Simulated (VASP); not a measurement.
**SnS2: single point with PBE+D3(BJ)**

SnS2:

```
Sn S
1.0
     3.63900    0.00000    0.00000
    -1.81950    3.15147    0.00000
     0.00000    0.00000    5.86800
Sn S
1 2
Direct
  0.00000 0.00000 0.00000
  0.33333 0.66667 0.25000
  0.66667 0.33333 0.75000
```

```
Program                : VASP 6.6.1
Task                   : single point
Functional             : PBE
Dispersion             : D3(BJ)
Potentials or basis    : VASP PAW PBE potentials, release 64 (Sn_d, S)
Cutoff                 : 520 eV
k mesh                 : 9 × 9 × 4
Occupations            : gaussian, width 0.02 eV
Spin                   : no spin polarisation
Further INCAR settings : ALGO = Fast; EDIFF = 1e-07; NBANDS = 20
```

* Pressure: 1.7 GPa
* Largest force: 0.253 eV/Å
* Band gap on the k mesh: 1.46 eV, indirect (least direct gap 1.92 eV)
* Dispersion energy per atom: -0.330 eV

Forces in eV/Å, atoms in the order of the input:
```
Sn   0.000  0.000  0.000
S    0.000  0.000  0.253
S    0.000  0.000 -0.253
```

Stress tensor (GPa, compression positive):
```
1.80 0.00 0.00
0.00 1.80 0.00
0.00 0.00 1.43
```

Levels at points of the mesh, in eV from the valence-band top:
| k point | band 10 | band 11 | band 12 | band 13 | band 14 | band 15 | band 16 | band 17 |
| --- | --- | --- | --- | --- | --- | --- | --- | --- |
| (0.00, 0.00, 0.00) | -0.64 | -0.36 | -0.36 | 0.00 | 2.01 | 3.67 | 5.46 | 5.46 |
| (0.00, 0.00, 0.50) | -0.73 | -0.73 | -0.22 | -0.22 | 3.16 | 3.75 | 5.20 | 5.20 |

It took 45 s on 1 thread of Intel(R) Xeon(R) Platinum 8488C (Sapphire Rapids), on a shared host, peak memory 0.22 GiB.

Caveat: spin-orbit coupling is left out, which moves the levels of the heavy elements; an odd mesh through Γ misses points on the zone boundary, where band edges often lie.
